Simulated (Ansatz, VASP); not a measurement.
# Two plane-wave programs on BaZrO3

File INCAR:

```
PREC = Accurate
ENCUT = 600
EDIFF = 1E-6
ISMEAR = 0
SIGMA = 0.02
LREAL = False
LASPH = True
NELM = 100
ALGO = Normal
ISIF = 3
LWAVE = False
LCHARG = False
GGA = PS
IBRION = 2
NSW = 100
EDIFFG = -0.005
```

File KPOINTS:

```
regular mesh
0
Gamma
  6 6 6
```

The input POSCAR:

```
BaZrO3
1.0
   -2.9769652050      2.9769652050      4.2139422900
    2.9769652050     -2.9769652050      4.2139422900
    2.9769652050      2.9769652050     -4.2139422900
Ba Zr O
2 2 6
Direct
    0.7500000000      0.2500000000      0.5000000000
    0.2500000000      0.7500000000      0.5000000000
    0.0000000000      0.0000000000      0.0000000000
    0.5000000000      0.5000000000      0.0000000000
    0.7500000000      0.7500000000      0.0000000000
    0.2500000000      0.2500000000      0.0000000000
    0.2393670700      0.7393670700      0.9787341400
    0.7606329300      0.2606329300      0.0212658600
    0.7393670700      0.7606329300      0.5000000000
    0.2606329300      0.2393670700      0.5000000000
```

Input for Ansatz:

```yaml
crystal:
  lattice:
    - [-2.976965205, 2.976965205, 4.21394229]
    - [2.976965205, -2.976965205, 4.21394229]
    - [2.976965205, 2.976965205, -4.21394229]
  atoms:
    - { symbol: Ba, position: [0.75, 0.25, 0.5] }
    - { symbol: Ba, position: [0.25, 0.75, 0.5] }
    - { symbol: Zr, position: [0.0, 0.0, 0.0] }
    - { symbol: Zr, position: [0.5, 0.5, 0.0] }
    - { symbol: O, position: [0.75, 0.75, 0.0] }
    - { symbol: O, position: [0.25, 0.25, 0.0] }
    - { symbol: O, position: [0.23936707, 0.73936707, 0.97873414] }
    - { symbol: O, position: [0.76063293, 0.26063293, 0.02126586] }
    - { symbol: O, position: [0.73936707, 0.76063293, 0.5] }
    - { symbol: O, position: [0.26063293, 0.23936707, 0.5] }
basis:
  ecutwfc: 420
kpoints:
  mp_grid: { grid: [6, 6, 6] }
hamiltonian:
  xc: pbesol
scf:
  occupations: { method: gaussian, width: 0.02 }
output:
  forces: true
  stress: true
  eigenvalues: true
relax:
  adjacent_minimum: "off"
  f_tol: 0.005
  max_steps: 80
  cell: { stress_tol: 0.05 }
```

The cell is a database's computed one.

Alike in both runs: task relaxation of cell and atoms; functional PBEsol; k mesh 6 × 6 × 6; occupations gaussian, width 0.02 eV; no spin polarisation.

|  | VASP | Ansatz |
| --- | --- | --- |
| version | VASP 6.6.1 | Ansatz 0.2.0 |
| potentials or method | VASP PAW PBE potentials, release 64 (Ba_sv, Zr_sv, O) | scalar-relativistic, plane waves, PAW |
| plane-wave cutoff (eV) | 600 | 420 |
| valence electrons in the cell | 80 | 80 |

VASP gave:

* gap on the k mesh at the Fermi level, each at its own relaxed structure (eV): 3.13
* relaxed volume (Å³/atom): 14.70
* relaxed cell length with the largest relative difference (Å): 5.925
* energy change over the relaxation (meV/atom): -2

**Question.** What did Ansatz give for the same quantities?

**Answer.** gap on the k mesh at the Fermi level, each at its own relaxed structure (eV): 3.26; relaxed volume (Å³/atom): 14.57; relaxed cell length with the largest relative difference (Å): 5.911; energy change over the relaxation (meV/atom): -4.

Caveats: the PAW data sets were made with another functional, which shifts forces and pressure a little (VASP); spin-orbit coupling is left out, which moves the levels of the heavy elements. A k mesh can miss the band edges. PBEsol gaps usually lie below the measured ones, often by a third to a half.
